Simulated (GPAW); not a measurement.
Write an ASE script for GPAW 26.7.0 that does the following.

- Task: equation of state
- Functional: r2SCAN
- Dispersion: D4
- Potentials or basis: GPAW PAW data sets (gpaw-data 1.2.1)
- Cutoff: 800 eV
- Basis: pw
- k mesh: 10 × 10 × 10
- Occupations: fermi-dirac, width 0.05 eV
- Spin: no spin polarisation
- Maxiter: 150
- Eos scales: [0.94, 0.96, 0.98, 1.0, 1.02, 1.04, 1.06]

The structure of C lies in POSCAR:

```
C
1.0
    0.0000000000      1.7833700000      1.7833700000
    1.7833700000      0.0000000000      1.7833700000
    1.7833700000      1.7833700000      0.0000000000
C
2
Direct
    0.7500000000      0.7500000000      0.7500000000
    0.5000000000      0.5000000000      0.5000000000
```

This isn't the form of C at room conditions, which is graphite.

These files were run (other wordings do the same):

run.py

```python
from ase.calculators.mixing import SumCalculator
from ase.eos import EquationOfState
from ase.io import Trajectory, read
from ase.units import GPa
from dftd4.ase import DFTD4
from gpaw import GPAW, PW

atoms = read('POSCAR')

traj = Trajectory('eos.traj', 'w')
volumes, energies = [], []
for x in [0.94, 0.96, 0.98, 1.0, 1.02, 1.04, 1.06]:
    a = atoms.copy()
    a.set_cell(atoms.cell * x**(1 / 3), scale_atoms=True)
    calc = GPAW(mode=PW(800),
                xc='MGGA_X_R2SCAN+MGGA_C_R2SCAN',
                kpts={'size': (10, 10, 10), 'gamma': True},
                occupations={'name': 'fermi-dirac', 'width': 0.05},
                nbands=11,
                convergence={'density': 1e-05, 'energy': 1e-05},
                maxiter=150,
                txt=f'eos-{x:.2f}.txt')
    a.calc = SumCalculator([calc, DFTD4(method='r2scan')])
    energies.append(a.get_potential_energy())
    volumes.append(a.get_volume())
    p = -a.get_stress()[:3].mean() / GPa
    calc.write(f'eos-{x:.2f}.gpw')
    traj.write(a)
    print(f'{x:.2f} {volumes[-1]:10.4f} A^3 {energies[-1]:14.6f} eV {p:9.3f} GPa', flush=True)

v0, e0, B = EquationOfState(volumes, energies, eos='birchmurnaghan').fit()
print(f'V0 = {v0:.4f} A^3, E0 = {e0:.6f} eV, B0 = {B / GPa:.2f} GPa')
```

Potentials or basis: GPAW PAW data sets (gpaw-data 1.2.1), pw.

Command:

```bash
$ OMP_NUM_THREADS=1 python run.py
```

Results of the run:

```yaml
Equilibrium_volume: "5.62 Å³/atom (rough: see the caveat)"
Bulk_modulus: 455 GPa (rough)
```

Caveat: the points scatter about the fit; the PAW data sets were made with another functional, which shifts forces and pressure a little.

Wall time 2.6 min on 1 thread of Arm Neoverse V2, with other jobs on the host, peak memory 0.24 GiB.
